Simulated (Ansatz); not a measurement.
Crystal: Te2Pt (Moncheite).

```
CELL_PARAMETERS angstrom
4.01000 0.00000 0.00000
-2.00500 3.47276 0.00000
0.00000 0.00000 5.20100
ATOMIC_POSITIONS crystal
Pt 0.00000 0.00000 0.00000
Te 0.66667 0.33333 0.75000
Te 0.33333 0.66667 0.25000
```

A run of Ansatz 0.2.0 on this cell left the log below. Logs are shortened: lines on timing, memory, paths and dates and some standing lists are left out, and cuts for length are marked.

```text
Warning: RAYON_NUM_THREADS=2 ignored (pool sized by the plan → 2); use --threads N
Engine: ansatz 0.2.0, x86_64-unknown-linux-gnu
Pseudopotentials: kind: paw
Pseudopotential: Pt, paw, valence charge 18, recommended cutoff 420 eV (normal), Pt.paw.azcp
Pseudopotential: Te, paw, valence charge 16, recommended cutoff 420 eV (normal), Te.paw.azcp
Functional definition: PBE
  parameter kappa = 0.804
  parameter beta = 0.06672455060314922
  exchange = pbe_x(kappa = kappa, mu = beta*pi^2/3)
  correlation = pbe_c(beta = beta)
Crystal: 3 atoms, lattice volume = 72.428 Å³
Basis set: ecut = 420 eV, 1409 PW (Γ), exchange–correlation on 54×54×72 points (8 copies of the dense FFT grid, shifted against one another)
Bands: 30, of which v1, the nominal top of the filled ones, is band 25 counted from 1 (24 counted from 0)
Symmetry: 12 space group operations
Space group: P-3m1 (ITA 164), of the structure as read, at distance tolerance 4.2e-5 Å
k-points: 40 of 320
Non-local potential: Pt, projectors of the file, l = 0: 3, l = 1: 2, l = 2: 2, l = 3: 1
Non-local potential: Te, projectors of the file, l = 0: 2, l = 1: 2, l = 2: 2, l = 3: 2
PAW form: soft (Blöchl's): semilocal exchange-correlation on the pseudo side does not see the compensation charge
PAW one-centre angular grid: Pt, 590 points (default); XC on 64 Gauss nodes
PAW one-centre angular grid: Te, 590 points (default); XC on 64 Gauss nodes
Initial density: superposition of atomic densities (neutral atoms: chi_scale 0, normalization atom), corrected by the library's trained network
Initial wavefunctions: pseudopotential atomic-orbital guess
Functional: x = pbe(κ = 0.804, μ = 0.2195149727645171), c = pbe(β = 0.06672455060314922)
SCF iter   1: F=—  HF=-26483.945054 eV  |F-HF|=—  |Δ(HF+E_count)|=         —  Δρ=2.28e-3  dr2=4.59e-3  ethr=1.77e-3  ⟨swp⟩=6.8  Hψ=5350  notcnv=0
preconditioner: auto → LDOS  [insulator: Δε(μ)=0.039 eV  Ē_g=9.188 eV  σ=0.021 eV  W_gap=0.59  n_scr=22 (ndim 8)  ℏωp=20.5 eV  f_vac=0.015  D(μ)=1.78/eV (n_scr^D=8)  ε∞_Penn≈6.0  β→1.0]
SCF iter   2: F=—  HF=-26483.945847 eV  |F-HF|=—  |Δ(HF+E_count)|=   7.94e-4  Δρ=1.68e-3  dr2=3.26e-3  ethr=9.18e-6  ⟨swp⟩=3.0  Hψ=2760  notcnv=0  defer=35
SCF iter   3: F=—  HF=-26483.944861 eV  |F-HF|=—  |Δ(HF+E_count)|=   9.87e-4  Δρ=3.05e-4  dr2=7.83e-5  ethr=6.53e-6  ⟨swp⟩=2.0  Hψ=2170  notcnv=0  defer=35
SCF iter   4: F=—  HF=-26483.944852 eV  |F-HF|=—  |Δ(HF+E_count)|=   8.85e-6  Δρ=5.53e-5  dr2=1.80e-6  ethr=1.57e-7  ⟨swp⟩=2.0  Hψ=2003  notcnv=0  defer=35
iter 5 did not close the SCF: its close was put off for the readings that it lacked (scf_convergence_deferred on its scf_iter line)
SCF iter   5: F=-26483.944855 eV  HF=-26483.944855 eV  |F-HF|=9.84e-8  |Δ(HF+E_count)|=   2.75e-6  Δρ=1.23e-5  dr2=7.00e-8  ethr=3.60e-9  ⟨swp⟩=3.0  Hψ=2117  notcnv=0  defer=35
SCF iter   6: F=-26483.944855 eV  HF=-26483.944855 eV  |F-HF|=1.88e-9  |Δ(HF+E_count)|=   1.11e-7  Δρ=2.85e-6  dr2=6.60e-9  ethr=1.40e-10  ⟨swp⟩=10.4  Hψ=8176  notcnv=0
SCF 1 converged in 6 iterations: F = -26483.944855 eV  dr2 = 6.60e-9
  greatest PAW one-centre occupation: 1.000 electrons in one spin orbital (limit 2), on the Pt atom at site 0 (counted from 0), in its partial waves of l = 0
SCF converged after 6 iterations
Free energy (F): -26483.944855 eV
Harris-Foulkes:  -26483.944855 eV  (|F-HF|=1.88e-9)
Internal energy: -26483.944466 eV  (E = F + TS)
E sigma→0 (E₀):  -26483.944660 eV
Entropy (-TS):   -0.000389 eV (-0.130 meV/atom)
Fermi energy:    14.260329 eV
--- Per-component energies (eV) ---
  E_band       = -688.791097
  E_kinetic    = 1004.285720
  E_local      = -4539.483501  (includes V_loc(G=0)·N_el)
  E_nonlocal   = -421.429843
  E_hartree    = 2416.184451
  E_xc         = -513.082960
  E_vxc        = -514.837094  (∫ρ·V_xc dr)
  E_paw        = -18779.446689  (= ΣΔE_a)
  E_vpaw       = -1049.691032  (= ΣTr[D̂ρ^β])
  E_aug_tail   = -0.000137  (compensation charges beyond the density's cutoff)
  E_ewald      = -5650.971506
  E_smearing   = -0.000389  (= −TS)
  E_closure    = -0.000000  (closes the sum)
  Σ components = -26483.944855   (vs F -26483.944855, Δ=0.00e0)
--- Forces (eV/Å), atoms counted from 1 ---
  atom   1  Pt     0.00000000    -0.00000000     0.00000000
  atom   2  Te    -0.00000000    -0.00000000    -0.97330059
  atom   3  Te     0.00000000     0.00000000     0.97330059
  max |Σ_I F_I| component: 1.11e-16 eV/Å
--- Stress (GPa, compression-positive) ---
        9.250906      -0.000000      -0.000000
       -0.000000       9.250906       0.000000
       -0.000000       0.000000       7.671258
  P = ⅓ Tr σ = 8.7244 GPa (87.244 kbar)
--- Band table (eV; the first three rows and the last of 40) ---
  k-point 0: bands = ["-85.2114", "-39.4990", "-39.4990", "-39.3713", "-23.5248", "-23.5248", "-23.5111", "-23.5072", "-23.5072", "-23.5072", "-23.5066", "-23.5066", "-23.4975", "-23.4975", "-0.1939", "3.3684", "7.1975", "8.0177", "8.0177", "10.0968", "10.0968", "11.3717", "13.5400", "13.5400", "15.2924", "15.2924", "15.4819", "16.8332", "18.5263", "19.9919"]
  k-point 1: bands = ["-85.2114", "-39.4990", "-39.4990", "-39.3713", "-23.5231", "-23.5231", "-23.5107", "-23.5089", "-23.5089", "-23.5075", "-23.5069", "-23.5069", "-23.4972", "-23.4972", "-0.0226", "2.7967", "7.9250", "8.0440", "8.0440", "10.0844", "10.0844", "11.4309", "13.3028", "13.3028", "14.5917", "15.6687", "15.6687", "17.1129", "19.1340", "19.7429"]
  k-point 2: bands = ["-85.2114", "-39.4990", "-39.4990", "-39.3713", "-23.5189", "-23.5189", "-23.5128", "-23.5128", "-23.5097", "-23.5084", "-23.5076", "-23.5076", "-23.4968", "-23.4968", "0.3971", "1.9030", "8.0876", "8.0876", "9.0914", "10.0662", "10.0662", "11.6749", "13.0012", "13.0012", "13.1120", "16.2901", "16.2901", "17.9333", "19.2320", "19.2320"]
  k-point 39: bands = ["-85.2113", "-39.5019", "-39.5010", "-39.3710", "-23.5195", "-23.5185", "-23.5169", "-23.5103", "-23.5073", "-23.5061", "-23.5047", "-23.5002", "-23.4994", "-23.4983", "2.1294", "2.2612", "7.3218", "7.9110", "8.3500", "9.4955", "9.9261", "10.3114", "10.4714", "11.2991", "11.5975", "15.8877", "16.4865", "19.2880", "20.3838", "21.2057"]
```

Q: What input gives this log?

A: Single point with PBE, no spin polarisation. The files as run (others can give the same):

input.yaml
```yaml
crystal:
  lattice:
    - [4.01, 0.0, 0.0]
    - [-2.005, 3.4727618692, 0.0]
    - [0.0, 0.0, 5.201]
  atoms:
    - { symbol: Pt, position: [0.0, 0.0, 0.0] }
    - { symbol: Te, position: [0.6666666667, 0.3333333333, 0.75] }
    - { symbol: Te, position: [0.3333333333, 0.6666666667, 0.25] }
hamiltonian:
  xc: pbe
  pseudopotentials: { kind: paw }
kpoints:
  mp_grid: { grid: [8, 8, 5] }
scf:
  occupations: { method: gaussian, width: 0.021 }
output:
  forces: true
  stress: true
  eigenvalues: true
  write_density: true
  write_potential: true
  elf: true
  volumetric_format: npy
```

Potentials or basis: Ansatz PAW.
Command:
```bash
$ ansatz run input.yaml --threads 2 --pin off --max-ram 5632MiB --backend cpu --events-out ev --progress --plain --runs-dir out
```
